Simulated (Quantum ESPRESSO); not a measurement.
# BeTe (F-43m) in Quantum ESPRESSO: a series of runs

Aim: see how the results for BeTe move with the level of theory and the settings. Levels: AM05, r2SCAN, SCAN, BLYP. Tasks: band structure.

All numbers are computed with Quantum ESPRESSO 7.5; they aren't measurements. Logs are shortened: lines on timing, memory, paths and dates and some standing lists are left out, and cuts for length are marked.

## (1) The structure

The structure is cubic, space group F-43m (No. 216). Conventional cell: a = 5.540 Å, b = 5.540 Å, c = 5.540 Å, α = 90.00°, β = 90.00°, γ = 90.00°. Around Te (site symmetry -43m) lie 4 Be at 2.40 Å. Around Be (site symmetry -43m) lie 4 Te at 2.40 Å.

## (2) Band structure, AM05

File pw.in:

```
&CONTROL
  calculation = 'scf'
  prefix = 'pwscf'
  outdir = './tmp'
  pseudo_dir = './pseudo'
  tprnfor = .true.
  tstress = .true.
  disk_io = 'low'
/
&SYSTEM
  ibrav = 0
  A = 3.91737157
  nat = 2
  ntyp = 2
  ecutwfc = 70
  nbnd = 16
  input_dft = 'XC-000I-000I-120L-135L-000I-000I'
  occupations = 'smearing'
  smearing = 'fd'
  degauss = 0.00367493
/
&ELECTRONS
  conv_thr = 4d-10
  electron_maxstep = 120
  mixing_beta = 0.5
/
ATOMIC_SPECIES
Te   127.6000 Te_ONCV_PBE-1.2.upf
Be     9.0122 Be_ONCV_PBE-1.2.upf
CELL_PARAMETERS alat
   0.0000000000    0.7071067808    0.7071067808
   0.7071067808    0.0000000000    0.7071067808
   0.7071067808    0.7071067808    0.0000000000
ATOMIC_POSITIONS alat
Te     1.0606601712    1.0606601712    1.0606601712
Be     0.0000000000    0.0000000000    0.0000000000
K_POINTS automatic
8 8 8 0 0 0
```

File pp_density.in:

```
&INPUTPP
  prefix = 'pwscf'
  outdir = './tmp'
  filplot = 'density.dat'
  plot_num = 0
/
&PLOT
  nfile = 1
  filepp(1) = 'density.dat'
  iflag = 3
  output_format = 6
  fileout = 'density.cube'
/
```

File pp_potential.in:

```
&INPUTPP
  prefix = 'pwscf'
  outdir = './tmp'
  filplot = 'potential.dat'
  plot_num = 11
/
&PLOT
  nfile = 1
  filepp(1) = 'potential.dat'
  iflag = 3
  output_format = 6
  fileout = 'potential.cube'
/
```

File pp_elf.in:

```
&INPUTPP
  prefix = 'pwscf'
  outdir = './tmp'
  filplot = 'elf.dat'
  plot_num = 8
/
&PLOT
  nfile = 1
  filepp(1) = 'elf.dat'
  iflag = 3
  output_format = 6
  fileout = 'elf.cube'
/
```

File bands.in:

```
&CONTROL
  calculation = 'bands'
  prefix = 'pwscf'
  outdir = './tmp'
  pseudo_dir = './pseudo'
  disk_io = 'low'
  verbosity = 'high'
/
&SYSTEM
  ibrav = 0
  A = 3.91737157
  nat = 2
  ntyp = 2
  ecutwfc = 70
  nbnd = 16
  input_dft = 'XC-000I-000I-120L-135L-000I-000I'
  occupations = 'smearing'
  smearing = 'fd'
  degauss = 0.00367493
/
&ELECTRONS
  conv_thr = 1d-08
  electron_maxstep = 120
  mixing_beta = 0.5
  diago_full_acc = .true.
  startingwfc = 'random'
/
ATOMIC_SPECIES
Te   127.6000 Te_ONCV_PBE-1.2.upf
Be     9.0122 Be_ONCV_PBE-1.2.upf
CELL_PARAMETERS alat
   0.0000000000    0.7071067808    0.7071067808
   0.7071067808    0.0000000000    0.7071067808
   0.7071067808    0.7071067808    0.0000000000
ATOMIC_POSITIONS alat
Te     1.0606601712    1.0606601712    1.0606601712
Be     0.0000000000    0.0000000000    0.0000000000
K_POINTS crystal
60
 0.0000000000  0.0000000000  0.0000000000 1
 0.0625000000  0.0000000000  0.0625000000 1
 0.1250000000  0.0000000000  0.1250000000 1
 0.1875000000  0.0000000000  0.1875000000 1
 0.2500000000  0.0000000000  0.2500000000 1
 0.3125000000  0.0000000000  0.3125000000 1
 0.3750000000  0.0000000000  0.3750000000 1
 0.4375000000  0.0000000000  0.4375000000 1
 0.5000000000  0.0000000000  0.5000000000 1
 0.5000000000  0.0625000000  0.5625000000 1
 0.5000000000  0.1250000000  0.6250000000 1
 0.5000000000  0.1875000000  0.6875000000 1
 0.5000000000  0.2500000000  0.7500000000 1
 0.4375000000  0.3125000000  0.7500000000 1
 0.3750000000  0.3750000000  0.7500000000 1
 0.3375000000  0.3375000000  0.6750000000 1
 0.3000000000  0.3000000000  0.6000000000 1
 0.2625000000  0.2625000000  0.5250000000 1
 0.2250000000  0.2250000000  0.4500000000 1
 0.1875000000  0.1875000000  0.3750000000 1
 0.1500000000  0.1500000000  0.3000000000 1
 0.1125000000  0.1125000000  0.2250000000 1
 0.0750000000  0.0750000000  0.1500000000 1
 0.0375000000  0.0375000000  0.0750000000 1
 0.0000000000  0.0000000000  0.0000000000 1
 0.0625000000  0.0625000000  0.0625000000 1
 0.1250000000  0.1250000000  0.1250000000 1
 0.1875000000  0.1875000000  0.1875000000 1
 0.2500000000  0.2500000000  0.2500000000 1
 0.3125000000  0.3125000000  0.3125000000 1
 0.3750000000  0.3750000000  0.3750000000 1
 0.4375000000  0.4375000000  0.4375000000 1
 0.5000000000  0.5000000000  0.5000000000 1
 0.5250000000  0.4500000000  0.5250000000 1
 0.5500000000  0.4000000000  0.5500000000 1
 0.5750000000  0.3500000000  0.5750000000 1
 0.6000000000  0.3000000000  0.6000000000 1
 0.6250000000  0.2500000000  0.6250000000 1
 0.5833333333  0.2500000000  0.6666666667 1
 0.5416666667  0.2500000000  0.7083333333 1
 0.5000000000  0.2500000000  0.7500000000 1
 0.5000000000  0.2857142857  0.7142857143 1
 0.5000000000  0.3214285714  0.6785714286 1
 0.5000000000  0.3571428571  0.6428571429 1
 0.5000000000  0.3928571429  0.6071428571 1
 0.5000000000  0.4285714286  0.5714285714 1
 0.5000000000  0.4642857143  0.5357142857 1
 0.5000000000  0.5000000000  0.5000000000 1
 0.4821428571  0.4821428571  0.5357142857 1
 0.4642857143  0.4642857143  0.5714285714 1
 0.4464285714  0.4464285714  0.6071428571 1
 0.4285714286  0.4285714286  0.6428571429 1
 0.4107142857  0.4107142857  0.6785714286 1
 0.3928571429  0.3928571429  0.7142857143 1
 0.3750000000  0.3750000000  0.7500000000 1
 0.6250000000  0.2500000000  0.6250000000 1
 0.5937500000  0.1875000000  0.5937500000 1
 0.5625000000  0.1250000000  0.5625000000 1
 0.5312500000  0.0625000000  0.5312500000 1
 0.5000000000  0.0000000000  0.5000000000 1
```

Potentials or basis: SG15 PBE 1.2.

On the command line:

```
$ OMP_NUM_THREADS=1 pw.x -in pw.in > pw.out
$ OMP_NUM_THREADS=1 pp.x -in pp_density.in > pp_density.out
$ OMP_NUM_THREADS=1 pp.x -in pp_potential.in > pp_potential.out
$ OMP_NUM_THREADS=1 pp.x -in pp_elf.in > pp_elf.out
$ OMP_NUM_THREADS=1 pw.x -in bands.in > bands.out
```

pw.out:

```text
This program is part of the open-source Quantum ESPRESSO suite
     for quantum simulation of materials; please cite
         "P. Giannozzi et al., J. Phys.:Condens. Matter 21 395502 (2009);
         "P. Giannozzi et al., J. Phys.:Condens. Matter 29 465901 (2017);
         "P. Giannozzi et al., J. Chem. Phys. 152 154105 (2020);
     in publications or presentations arising from this work. More details at

     IMPORTANT: XC functional enforced from input :
     Exchange-correlation= XC-000I-000I-120L-135L-000I-000I
                           (   0   0 120 135   0   0   0)
     Any further DFT definition will be discarded
     Please, verify this is what you really want

     Message from routine setup:
     using ibrav=0 with symmetry is DISCOURAGED, use correct ibrav instead

     G-vector sticks info
     --------------------
     sticks:   dense  smooth     PW     G-vecs:    dense   smooth      PW
     Sum        1057    1057    313                22659    22659    3695

     Using Slab Decomposition

     bravais-lattice index     =            0
     lattice parameter (alat)  =       7.4028  a.u.
     unit-cell volume          =     286.8573 (a.u.)^3
     number of atoms/cell      =            2
     number of atomic types    =            2
     number of electrons       =        20.00
     number of Kohn-Sham states=           16
     kinetic-energy cutoff     =      70.0000  Ry
     charge density cutoff     =     280.0000  Ry
     scf convergence threshold =      4.0E-10
     mixing beta               =       0.5000
     number of iterations used =            8  plain     mixing
     Exchange-correlation= XC-000I-000I-120L-135L-000I-000I
                           (   0   0 120 135   0   0   0)

     celldm(1)=   7.402759  celldm(2)=   0.000000  celldm(3)=   0.000000
     celldm(4)=   0.000000  celldm(5)=   0.000000  celldm(6)=   0.000000

     crystal axes: (cart. coord. in units of alat)
               a(1) = (   0.000000   0.707107   0.707107 )
               a(2) = (   0.707107   0.000000   0.707107 )
               a(3) = (   0.707107   0.707107   0.000000 )

     reciprocal axes: (cart. coord. in units 2 pi/alat)
               b(1) = ( -0.707107  0.707107  0.707107 )
               b(2) = (  0.707107 -0.707107  0.707107 )
               b(3) = (  0.707107  0.707107 -0.707107 )

     PseudoPot. # 1 for Te read from file:
     Te_ONCV_PBE-1.2.upf
     Pseudo is Norm-conserving, Zval = 16.0
     Generated using ONCVPSP code by D. R. Hamann
     Using radial grid of  602 points,  6 beta functions with:
                l(1) =   0
                l(2) =   0
                l(3) =   1
                l(4) =   1
                l(5) =   2
                l(6) =   2

     PseudoPot. # 2 for Be read from file:
     Be_ONCV_PBE-1.2.upf
     Pseudo is Norm-conserving, Zval =  4.0
     Generated using ONCVPSP code by D. R. Hamann
     Using radial grid of  602 points,  4 beta functions with:
                l(1) =   0
                l(2) =   0
                l(3) =   1
                l(4) =   1

     atomic species   valence    mass     pseudopotential
     Te               16.00   127.60000     Te( 1.00)
     Be                4.00     9.01220     Be( 1.00)

     24 Sym. Ops. (no inversion) found

   Cartesian axes

     site n.     atom                  positions (alat units)
         1        Te     tau(   1) = (   1.0606602   1.0606602   1.0606602  )
         2        Be     tau(   2) = (   0.0000000   0.0000000   0.0000000  )

     number of k points=    29  Fermi-Dirac smearing, width (Ry)=  0.0037
                       cart. coord. in units 2pi/alat
        k(    1) = (   0.0000000   0.0000000   0.0000000), wk =   0.0039062
        k(    2) = (   0.0883883   0.0883883  -0.0883883), wk =   0.0312500
        k(    3) = (   0.1767767   0.1767767  -0.1767767), wk =   0.0312500
        k(    4) = (   0.2651650   0.2651650  -0.2651650), wk =   0.0312500
        k(    5) = (  -0.3535534  -0.3535534   0.3535534), wk =   0.0156250
        k(    6) = (   0.1767767   0.0000000   0.0000000), wk =   0.0234375
[... 21 lines left out ...]
        k(   28) = (  -0.7071068   0.1767767   0.0000000), wk =   0.0468750
        k(   29) = (  -0.7071068   0.3535534   0.0000000), wk =   0.0234375

     Dense  grid:    22659 G-vectors     FFT dimensions: (  40,  40,  40)

     WARNING: libxc functional with ID  120 depends
      on external parameters: check the user_guide of
      QE if you need to modify them or to check their
      default values.

     WARNING: libxc functional with ID  135 depends
      on external parameters: check the user_guide of
      QE if you need to modify them or to check their
      default values.

     Initial potential from superposition of free atoms

     starting charge      19.9363, renormalised to      20.0000
     Starting wfcs are random

     Self-consistent Calculation

     iteration #  1     ecut=    70.00 Ry     beta= 0.50
     Davidson diagonalization with overlap
     ethr =  1.00E-02,  avg # of iterations =  8.1

     Threshold (ethr) on eigenvalues was too large:
     Diagonalizing with lowered threshold

     Davidson diagonalization with overlap
     ethr =  2.30E-04,  avg # of iterations =  3.3

     total energy              =    -200.99398516 Ry
     estimated scf accuracy    <       0.04273763 Ry

     iteration #  2     ecut=    70.00 Ry     beta= 0.50
     Davidson diagonalization with overlap
     ethr =  2.14E-04,  avg # of iterations =  1.6
[... 36 lines left out ...]
     total energy              =    -200.99809635 Ry
     estimated scf accuracy    <          3.0E-09 Ry

     iteration #  8     ecut=    70.00 Ry     beta= 0.50
     Davidson diagonalization with overlap
     ethr =  1.50E-11,  avg # of iterations =  2.0

     End of self-consistent calculation

          k = 0.0000 0.0000 0.0000 (  2741 PWs)   bands (ev):

   -90.7730 -27.0947 -27.0947 -27.0947 -27.0779 -27.0779  -3.6516   8.9834
     8.9834   8.9834  12.5825  12.5825  12.5825  13.2068  17.5701  19.5619

          k = 0.0884 0.0884-0.0884 (  2809 PWs)   bands (ev):

   -90.7730 -27.0944 -27.0941 -27.0941 -27.0778 -27.0778  -3.4935   7.6057
     8.7260   8.7260  12.6339  12.9550  12.9550  14.4434  17.9640  18.5020
[... 128 lines left out ...]
   -90.7730 -27.0950 -27.0878 -27.0863 -27.0798 -27.0751  -1.6266   3.8286
     5.6378   5.8089  11.9459  12.6249  17.5535  17.7455  20.4432  21.3797

          k =-0.7071 0.3536 0.0000 (  2832 PWs)   bands (ev):

   -90.7730 -27.0917 -27.0911 -27.0863 -27.0789 -27.0760  -1.6063   4.2028
     5.0163   5.5287  14.3087  14.5465  14.7066  15.4538  20.3511  21.1798

     the Fermi energy is     9.9074 ev

!    total energy              =    -200.99809635 Ry
     estimated scf accuracy    <          6.2E-11 Ry
     smearing contrib. (-TS)   =      -0.00000000 Ry
     internal energy E=F+TS    =    -200.99809635 Ry

     The total energy is F=E-TS. E is the sum of the following terms:
     one-electron contribution =     -97.77447628 Ry
     hartree contribution      =      47.96823402 Ry
     xc contribution           =     -22.26649138 Ry
     ewald contribution        =    -128.92536271 Ry

     convergence has been achieved in   8 iterations

     Forces acting on atoms (cartesian axes, Ry/au):

     atom    1 type  1   force =     0.00000000    0.00000000    0.00000000
     atom    2 type  2   force =    -0.00000000   -0.00000000   -0.00000000

     Total force =     0.000000     Total SCF correction =     0.000000

     Computing stress (Cartesian axis) and pressure

          total   stress  (Ry/bohr**3)                   (kbar)     P=       22.99
   0.00015626   0.00000000   0.00000000           22.99        0.00        0.00
   0.00000000   0.00015626   0.00000000            0.00       22.99        0.00
   0.00000000   0.00000000   0.00015626            0.00        0.00       22.99

=------------------------------------------------------------------------------=
   JOB DONE.
=------------------------------------------------------------------------------=
```

Run time: 34 s. Hardware: 1 thread of AMD EPYC 7B13 (Zen 3), shared host; peak memory 0.1 GiB.

Results:

- Free energy: -2734.7184 eV
- Pressure: 2.3 GPa
- Band gap on the k mesh: 1.85 eV, indirect (least direct gap 3.60 eV)
- Band gap along the path: 1.85 eV, indirect (least direct gap 3.60 eV)

Levels at the corners of the path, in eV from the valence-band top:
| point | band 7 | band 8 | band 9 | band 10 | band 11 | band 12 | band 13 | band 14 |
| --- | --- | --- | --- | --- | --- | --- | --- | --- |
| Γ | -12.63 | 0.00 | 0.00 | 0.00 | 3.60 | 3.60 | 3.60 | 4.22 |
| X | -10.63 | -5.37 | -2.83 | -2.83 | 1.85 | 2.63 | 10.13 | 10.13 |
| W | -10.59 | -4.78 | -3.97 | -3.45 | 5.33 | 5.56 | 5.72 | 6.47 |
| K | -10.65 | -4.98 | -4.16 | -2.40 | 2.64 | 5.35 | 8.15 | 8.55 |
| Γ | -12.63 | 0.00 | 0.00 | 0.00 | 3.60 | 3.60 | 3.60 | 4.22 |
| L | -11.17 | -5.86 | -1.21 | -1.21 | 3.26 | 4.59 | 4.59 | 7.91 |
| U | -10.65 | -4.98 | -4.16 | -2.40 | 2.64 | 5.35 | 8.15 | 8.55 |
| W | -10.59 | -4.78 | -3.97 | -3.45 | 5.33 | 5.56 | 5.72 | 6.47 |
| L | -11.17 | -5.86 | -1.21 | -1.21 | 3.26 | 4.59 | 4.59 | 7.91 |
| K | -10.65 | -4.98 | -4.16 | -2.40 | 2.64 | 5.35 | 8.15 | 8.55 |
| U | -10.65 | -4.98 | -4.16 | -2.40 | 2.64 | 5.35 | 8.15 | 8.55 |
| X | -10.63 | -5.37 | -2.83 | -2.83 | 1.85 | 2.63 | 10.13 | 10.13 |

Caveat: the potentials were made for another functional, which shifts forces and pressure; spin-orbit coupling is left out, which moves the levels of the heavy elements. AM05 gaps usually lie below the measured ones, often by a third to a half.

## (3) Band structure, r2SCAN

Edit pw.in of step 2 so:

```diff
@@ -16,3 +16,3 @@
   nbnd = 16
-  input_dft = 'XC-000I-000I-120L-135L-000I-000I'
+  input_dft = 'r2scan'
   occupations = 'smearing'
@@ -20,5 +20,6 @@
   degauss = 0.00367493
+  nosym = .true.
 /
 &ELECTRONS
-  conv_thr = 4d-10
+  conv_thr = 1d-08
   electron_maxstep = 120
@@ -37,2 +38,2 @@
 K_POINTS automatic
-8 8 8 0 0 0
+6 6 6 0 0 0
```

Edit bands.in of step 2 so:

```diff
@@ -15,3 +15,3 @@
   nbnd = 16
-  input_dft = 'XC-000I-000I-120L-135L-000I-000I'
+  input_dft = 'r2scan'
   occupations = 'smearing'
@@ -19,2 +19,3 @@
   degauss = 0.00367493
+  nosym = .true.
 /
```

Potentials or basis: SG15 PBE 1.2.

On the command line:

```
$ OMP_NUM_THREADS=1 pw.x -in pw.in > pw.out
$ OMP_NUM_THREADS=1 pw.x -in bands.in > bands.out
```

Wall time 3.3 min (1 thread of AMD EPYC 7B13 (Zen 3), shared host); peak memory 0.13 GiB.

Results (log left out):

| Item | Value |
| --- | --- |
| Free energy | -2729.8615 eV |
| Pressure | 3.4 GPa |
| Band gap on the k mesh | 2.37 eV, indirect (least direct gap 4.19 eV) |
| Band gap along the path | 2.37 eV, indirect (least direct gap 4.19 eV) |

Levels at the corners of the path, in eV from the valence-band top:
```
point  band 6  band 7  band 8  band 9  band 10  band 11  band 12  band 13  band 14  band 15
    Γ  -35.74  -13.18    0.00    0.00     0.00     4.19     4.19     4.19     4.77     9.61
    X  -35.74  -11.16   -5.44   -2.87    -2.87     2.37     3.30    11.01    11.01    12.96
    W  -35.74  -11.13   -4.84   -4.00    -3.46     5.87     6.35     6.41     7.20    12.35
    K  -35.74  -11.19   -5.04   -4.19    -2.42     3.23     6.04     8.93     9.32    10.31
    Γ  -35.74  -13.18    0.00    0.00     0.00     4.19     4.19     4.19     4.77     9.61
    L  -35.74  -11.71   -5.94   -1.22    -1.22     3.88     5.23     5.23     8.75    12.19
    U  -35.74  -11.19   -5.04   -4.19    -2.42     3.23     6.04     8.93     9.32    10.31
    W  -35.74  -11.13   -4.84   -4.00    -3.46     5.87     6.35     6.41     7.20    12.35
    L  -35.74  -11.71   -5.94   -1.22    -1.22     3.88     5.23     5.23     8.75    12.19
    K  -35.74  -11.19   -5.04   -4.19    -2.42     3.23     6.04     8.93     9.32    10.31
    U  -35.74  -11.19   -5.04   -4.19    -2.42     3.23     6.04     8.93     9.32    10.31
    X  -35.74  -11.16   -5.44   -2.87    -2.87     2.37     3.30    11.01    11.01    12.96
```

Caveat: the potentials were made for another functional, which shifts forces and pressure; spin-orbit coupling is left out, which moves the levels of the heavy elements.

[end of part 1 of 2]
